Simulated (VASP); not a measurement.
**Pr: equation of state with PBE**

Pr:

```
Pr
1.0
    -2.09737    2.09737    2.09737
     2.09737   -2.09737    2.09737
     2.09737    2.09737   -2.09737
Pr
1
Direct
  0.00000 0.00000 0.00000
```

This isn't the form of Pr at room conditions, which is double hcp.

```
Program                : VASP 6.6.1
Task                   : equation of state
Functional             : PBE
Potentials or basis    : VASP PAW PBE potentials, release 64 (Pr)
Cutoff                 : 520 eV
k mesh                 : 9 × 9 × 9
Occupations            : fermi-dirac, width 0.05 eV
Spin                   : collinear spin, ferromagnetic start
Starting moments       : [2.0] μB
Further INCAR settings : ALGO = Normal; EDIFF = 1e-07; NBANDS = 16
```

```json
{
 "Equilibrium volume": "34.07 Å³/atom (rough: see the caveat)",
 "Bulk modulus": "18.9 GPa (rough)"
}
```

Energy against volume, from the lowest point:
| volume (Å³/atom) | energy (meV/atom) |
| --- | --- |
| 34.691 | 0.00 |
| 35.429 | 2.40 |
| 36.167 | 6.44 |
| 36.905 | 11.99 |
| 37.643 | 19.00 |
| 38.381 | 27.29 |
| 39.119 | 36.80 |

All runs of the series together: 5.1 min on 1 thread of AMD EPYC 9R45 (Zen 5), with other jobs on the host.

Caveat: the fit is doubtful: noisy points or a state that changes with volume; the magnetic or orbital state may not be the lowest; the minimum lies outside the volumes run. The state reached can hang on the start; a lower one may exist.
